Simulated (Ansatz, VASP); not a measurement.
## GaAs in VASP and in Ansatz

```
CELL_PARAMETERS angstrom
0.00000 2.80140 2.80140
2.80140 0.00000 2.80140
2.80140 2.80140 0.00000
ATOMIC_POSITIONS crystal
Ga 0.00000 0.00000 0.00000
As 0.75000 0.75000 0.75000
```

Alike in both runs: functional LDA; k mesh 12 × 12 × 12; occupations gaussian, width 0.01 eV; no spin polarisation.

Ansatz relaxed the structure, and its values are those at the end. VASP's run is a single point on that final structure, the one shown.

|  | VASP | Ansatz |
| --- | --- | --- |
| version | VASP 6.6.1 | Ansatz 0.2.0 |
| potentials or method | VASP PAW LDA potentials, release 64 (Ga_d, As) | scalar-relativistic, plane waves, PAW |
| plane-wave cutoff (eV) | 520 | 420 |
| valence electrons in the cell | 18 | 28 |

Ansatz gave:

| Quantity | Value |
| --- | --- |
| gap on the k mesh at the Fermi level (eV) | 0.49 |
| least direct gap on the mesh (eV) | 0.49 |
| pressure (GPa) | 0.0 |

Task: Which values does VASP return?

Result: gap on the k mesh at the Fermi level (eV): 0.54; least direct gap on the mesh (eV): 0.54; pressure (GPa): 0.3.

The two sets of potentials don't hold the same shells in valence.

A k mesh can miss the band edges. A hybrid or GW would open this gap; LDA tends to underestimate it.
